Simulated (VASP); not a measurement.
VASP inputs for Cu$_{2}$O (strained database structure)

INCAR

```
LREAL = .FALSE.
NBANDS = 37
IBRION = -1
LASPH = .TRUE.
SIGMA = 0.02
ENCUT = 520
ISIF = 2
LWAVE = .FALSE.
PREC = Accurate
NSW = 0
LCHARG = .FALSE.
GGA = PE
NELM = 120
ISMEAR = -1
EDIFF = 1E-7
```

KPOINTS

```
KPOINTS created by Atomic Simulation Environment
0
Gamma
6 6 6
0 0 0
```

KPOINTS_OPT

```
special points
4
Reciprocal
0.0000000000 0.0000000000 0.0000000000 1
0.0000000000 0.5000000000 0.0000000000 1
0.5000000000 0.5000000000 0.0000000000 1
0.5000000000 0.5000000000 0.5000000000 1
```

POSCAR

```
Cu O
 1.0000000000000000
     4.2460802981999999    0.0000000000000000    0.0000000000000000
     0.0000000000000000    4.2460802981999999    0.0000000000000000
     0.0000000000000000    0.0000000000000000    4.0762370861999999
 Cu  O
   4   2
Cartesian
  1.0615200745500000  1.0615200745500000  3.0571778146500002
  3.1845602236500006  1.0615200745500000  1.0190592715500000
  1.0615200745500000  3.1845602236500006  1.0190592715500000
  3.1845602236500006  3.1845602236500006  3.0571778146500002
  2.1230401490999999  2.1230401490999999  2.0381185431000000
  0.0000000000000000  0.0000000000000000  0.0000000000000000
```

VASP ran with the recommended PBE PAW datasets (56 valence electrons in the cell).

Predict the results.

gap between bands v and c 0.59 eV; least direct gap 0.59 eV; pressure 11.3 GPa.

Band v is the last that the valence electrons fill when counted band by band, and c is the next. Levels in eV from the top of v:

| point | v−1 | v | c | c+1 |
| --- | --- | --- | --- | --- |
| Γ | -0.10 | 0.00 | 0.59 | 0.82 |
| X | -0.48 | -0.48 | 2.31 | 2.31 |
| M | -0.80 | -0.80 | 1.91 | 1.91 |
| R | -0.66 | -0.66 | 2.23 | 2.23 |
